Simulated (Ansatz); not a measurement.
The cell is COD entry 9008672, as deposited and not checked against the literature; nothing was relaxed. The listed cell was then made from it by scaling, straining or moving an atom.

MgS: DFT, PBE, all-electron LAPW, scalar-relativistic (Ansatz 0.2.0). What sets it apart from a plain run of this crystal: volume scaled by 1.02.

Command: `ansatz run input.yaml --threads 1 --pin off --max-ram 3072MiB --backend cpu --events-out ev --progress --plain --runs-dir out` The run took 3.6 s on 1 thread of Arm Neoverse V2 (shared host), peak memory 0.25 GiB.

```yaml
crystal:
  lattice:
    - [0.0, 2.6188799723, 2.6188799723]
    - [2.6188799723, 0.0, 2.6188799723]
    - [2.6188799723, 2.6188799723, 0.0]
  atoms:
    - { symbol: Mg, position: [0.0, 0.0, 0.0] }
    - { symbol: S, position: [0.5, 0.5, 0.5] }
kpoints:
  mp_grid: { grid: [8, 8, 8] }
scf:
  occupations: { method: fermi_dirac, width: 0.01 }
hamiltonian:
  xc: pbe
  pseudopotentials: { kind: all_electron, lapw: { basis_error: 0.00025 } }
output:
  forces: true
  stress: true
  eigenvalues: true
```

Output (standing set-up lines are left out):

```
LAPW: plane waves up to 7.489 Å⁻¹, error target 2.5e-4 eV per atom; small_component_spin mean_spin; Mg in spheres of 1.333 Å, 10 of its electrons in bands, Dirac shells []; S in spheres of 1.286 Å, 14 of its electrons in bands, Dirac shells []
Crystal: 2 atoms, lattice volume = 35.923 Å³
Basis set: ecut = 213.67109315953786 eV, 259 PW (Γ), exchange–correlation at level 2
iter 1 solved again at ethr=4.18e-3 eV; its pass at ethr=1.00e-1 eV (dr2=1.00e0 eV) is discarded
SCF iter   1: F=—  HF=-16317.349251 eV  |F-HF|=—  |Δ(HF+E_count)|=         —  Δρ=3.99e-2  dr2=1.00e0  ethr=4.18e-3  ⟨swp⟩=2.0  Hψ=3249  notcnv=0
preconditioner: auto → none  [insulator: Δε(μ)=3.709 eV  Ē_g=12.112 eV  σ=0.010 eV  W_gap=1.00  n_scr=14 (ndim 8)  ℏωp=17.5 eV  f_vac=0.000  D(μ)=0.00/eV (n_scr^D=0)  ε∞_Penn≈3.1]
iter 2 solved again at ethr=9.09e-5 eV; its pass at ethr=4.18e-3 eV (dr2=2.18e-2 eV) is discarded
SCF iter   2: F=—  HF=-16316.945131 eV  |F-HF|=—  |Δ(HF+E_count)|=   4.04e-1  Δρ=7.58e-3  dr2=2.18e-2  ethr=9.09e-5  ⟨swp⟩=2.9  Hψ=2524  notcnv=0
SCF iter   3: F=—  HF=-16316.942050 eV  |F-HF|=—  |Δ(HF+E_count)|=         —  Δρ=4.22e-3  dr2=8.39e-3  ethr=9.06e-5  ⟨swp⟩=2.9  Hψ=1437  notcnv=0
the basis was enlarged: its passes take 538.9 KiB over the memory plan, 1 of 1 planned eigensolver slots
SCF iter   4: F=—  HF=-16316.943925 eV  |F-HF|=—  |Δ(HF+E_count)|=   1.88e-3  Δρ=3.46e-4  dr2=3.39e-5  ethr=3.50e-5  ⟨swp⟩=2.9  Hψ=1481  notcnv=0
SCF iter   5: F=—  HF=-16316.943981 eV  |F-HF|=—  |Δ(HF+E_count)|=   5.58e-5  Δρ=5.52e-5  dr2=9.40e-7  ethr=1.41e-7  ⟨swp⟩=3.0  Hψ=1353  notcnv=0
SCF iter   6: F=—  HF=-16316.943983 eV  |F-HF|=—  |Δ(HF+E_count)|=   1.33e-6  Δρ=6.49e-6  dr2=1.72e-8  ethr=3.92e-9  ⟨swp⟩=3.0  Hψ=1353  notcnv=0
SCF iter   7: F=-16316.943983 eV  HF=-16316.943983 eV  |F-HF|=7.00e-10  |Δ(HF+E_count)|=   4.81e-8  Δρ=1.14e-6  dr2=3.02e-10  ethr=7.16e-11  ⟨swp⟩=3.0  Hψ=1336  notcnv=0
SCF 1 converged in 7 iterations: F = -16316.943983 eV  dr2 = 3.02e-10
SCF converged after 7 iterations
Free energy (F): -16316.943983 eV
Harris-Foulkes:  -16316.943983 eV  (|F-HF|=7.00e-10)
Internal energy: -16316.943983 eV  (E = F + TS)
E sigma→0 (E₀):  -16316.943983 eV
Fermi energy:    7.842830 eV
--- Per-component energies (eV) ---
  E_band       = -1577.396461
  E_kinetic    = 16370.973940
  E_xc         = -1147.481478
  E_electrostatic = -31540.436445  (all electrons and nuclei)
  E_smearing   = -0.000000  (= −TS)
  E_closure    = 0.000000  (closes the sum)
  E_atoms      = -16308.471871  (free atoms, spherical and without spin; not in F)
  Σ components = -16316.943983   (vs F -16316.943983, Δ=0.00e0)
  Basis errors (estimates in eV, not in F): energy 1.1e-4 per atom: plane waves 1.0e-4 (5.1e-5 summed), levels above the bands 0.0e0, relativity 5.8e-9, radial functions 1.2e-5, core shells 2.3e-15; eigenvalues (radial functions only) 1.8e-6; not estimated: angular momenta, meshes, grids; target (lapw.basis_error) 2.5e-4; muffin-tin radii Mg 1.333 Å, S 1.286 Å
--- Forces (eV/Å), atoms counted from 1 ---
  atom   1  Mg    -0.00000000    -0.00000000     0.00000000
  atom   2  S      0.00000000    -0.00000000     0.00000000
  max |Σ_I F_I| component: 6.02e-30 eV/Å
--- Stress (GPa, compression-positive) ---
       -0.343937      -0.000000      -0.000000
       -0.000000      -0.343937      -0.000000
       -0.000000      -0.000000      -0.343937
  P = ⅓ Tr σ = -0.3439 GPa (-3.439 kbar)
--- Band table (eV; the first three rows and the last of 29) ---
  k-point 0: bands = ["-197.2987", "-142.0641", "-142.0641", "-142.0641", "-68.2909", "-35.0438", "-35.0438", "-35.0438", "-6.0830", "6.4707", "6.4707", "6.4707", "10.0349", "14.4029", "14.4029", "14.4029"]
  k-point 1: bands = ["-197.2987", "-142.0641", "-142.0641", "-142.0641", "-68.2909", "-35.0447", "-35.0439", "-35.0439", "-5.9361", "5.4373", "6.3739", "6.3739", "10.8436", "14.0779", "14.6393", "14.6393"]
  k-point 2: bands = ["-197.2987", "-142.0641", "-142.0641", "-142.0641", "-68.2908", "-35.0468", "-35.0442", "-35.0442", "-5.5399", "3.7158", "6.1620", "6.1620", "11.3556", "14.2433", "14.2433", "14.6541"]
  k-point 28: bands = ["-197.2987", "-142.0641", "-142.0641", "-142.0641", "-68.2906", "-35.0476", "-35.0476", "-35.0461", "-4.4299", "3.3347", "3.3347", "4.1711", "11.6443", "14.3748", "14.3748", "14.4519"]
```
